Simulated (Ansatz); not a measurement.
Crystal: InP.

```xyz
2
Lattice="0.0000 2.7688 2.7688 2.7688 0.0000 2.7688 2.7688 2.7688 0.0000" Properties=species:S:1:pos:R:3 pbc="T T T"
In    0.0000    0.0000    0.0000
P     2.7688    2.7688    2.7688
```

Measurements of this composition are mostly on another form, of space group No. 216.

* Program: Ansatz 0.2.0
* Task: relaxation of cell and atoms
* Functional: RPBE
* Dispersion: D4
* Potentials or basis: Ansatz PAW
* Cutoff: 420 eV (not typed: the program's choice for these potentials)
* k mesh: 8 × 8 × 8
* Occupations: fermi-dirac, width 0.05 eV
* Spin: no spin polarisation

At the start: volume 21.23 Å³/atom.

Where does the relaxation end?

It ends after 5 steps and the volume is 20.20 Å³/atom (-4.8 %); space group Fm-3m (No. 225, to 0.05 Å).

Step by step:
| step | energy change (eV) | largest force (eV/Å) | volume (Å³) |
| --- | --- | --- | --- |
| 1 | 0.0000 | 0.0000 | 42.45 |
| 2 | -0.0130 | 0.0000 | 39.01 |
| 3 | -0.0255 | 0.0000 | 40.53 |
| 4 | -0.0257 | 0.0000 | 40.40 |
| 5 | -0.0250 | 0.0000 | 40.40 |

Final structure:
```
In P
1.0
     0.00000    2.72345    2.72345
     2.72345    0.00000    2.72345
     2.72345    2.72345    0.00000
In P
1 1
Direct
  0.00000 0.00000 0.00000
  0.50000 0.50000 0.50000
```

Caveat: the plane-wave basis is chosen anew once the cell has moved, so the energies of steps on either side of that aren't comparable; pairwise dispersion overbinds metals, which lowers pressure and volume; the PAW data sets come from PBE, with cores solved anew for the run's functional, which leaves a small shift of forces and pressure.
